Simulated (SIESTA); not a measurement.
A run of SIESTA 5.4.2 is set up as follows.

run.py

```python
from ase import Atoms
from ase.calculators.siesta import Siesta
from ase.units import Ry, GPa
from ase.optimize import BFGS
from ase.filters import FrechetCellFilter

atoms = Atoms(
    ['Ta', 'N'],
    cell=[
        [2.938, 0.0, 0.0],
        [-1.469, 2.5443826363, 0.0],
        [0.0, 0.0, 2.883],
    ],
    scaled_positions=[
        [0.0, 0.0, 0.5],
        [0.6666666667, 0.3333333333, 0.0],
    ],
    pbc=True,
)

fdf = {
    'SCFMustConverge': False,
    'XC.Mix': ['2', 'GGA LIBXC-00-GGA_X_RGE2 1.0 0.0', 'GGA LIBXC-00-GGA_C_RGE2 0.0 1.0'],
    'OccupationFunction': 'FD',
    'ElectronicTemperature': '0.05 eV',
    'MaxSCFIterations': '120',
    'SCF.Mixer.Method': 'Pulay',
    'SCF.Mixer.Weight': '0.25',
    'SCF.Mixer.History': '8',
    'SCF.DM.Tolerance': '1.0e-07',
    'SCF.H.Tolerance': '1.0e-02 eV',
    'WriteForces': 'true',
    'Charge.Mulliken': 'end',
}
calc = Siesta(
    label="TaN",
    command="siesta < PREFIX.fdf > PREFIX.out",
    pseudo_path="pseudos",
    pseudo_qualifier="",
    xc=('GGA', 'PBE'),
    basis_set="DZP",
    mesh_cutoff=800 * Ry,
    energy_shift=0.005 * Ry,
    kpts=[10, 10, 9],
    spin="non-polarized",
    fdf_arguments=fdf,
)
atoms.calc = calc

opt = BFGS(FrechetCellFilter(atoms), trajectory="relax.traj")
converged = opt.run(fmax=0.04, steps=40)
print("converged:", converged)
print("cell (A):", atoms.cell.cellpar().round(5))
print("scaled positions:")
print(atoms.get_scaled_positions().round(6))
print(f"energy = {atoms.get_potential_energy():.6f} eV")
free = atoms.get_potential_energy(force_consistent=True)
print(f"free energy = {free:.6f} eV")
print("forces (eV/A):")
print(atoms.get_forces(apply_constraint=False).round(6))
print("stress (GPa, Voigt order, tension positive):", (atoms.get_stress() / GPa).round(4))
```

Potentials or basis: PseudoDojo 0.4 standard (PBE files), DZP (energy shift 0.005 Ry).

The run is started by

```bash
$ python run.py
```

Q: Predict the relaxed cell.

A: a = 2.938 Å, b = 2.938 Å, c = 2.888 Å, α = 90.00°, β = 90.00°, γ = 120.00°.

Q: Predict the relaxed volume.

A: 10.79 Å³/atom.

Q: What does it give for the space group after relaxing (to 0.05 Å)?

A: P-6m2 (No. 187).

Q: What does it give for the band gap on the k mesh?

A: None (metal or under the smearing width).

Final structure:
```
CELL_PARAMETERS angstrom
2.93790 0.00000 0.00000
-1.46895 2.54430 0.00000
0.00000 0.00000 2.88830
ATOMIC_POSITIONS crystal
Ta 0.00000 0.00000 0.50000
N 0.66667 0.33333 0.00000
```

Caveat: semicore shells carry a single zeta, which can move pressures by several GPa and volumes by a few percent; the potentials were made for another functional, which shifts forces and pressure; the basis of atomic orbitals isn't converged, which shifts pressures, moduli and gaps. The run has no spin-orbit coupling, so splittings on Ta are missing.
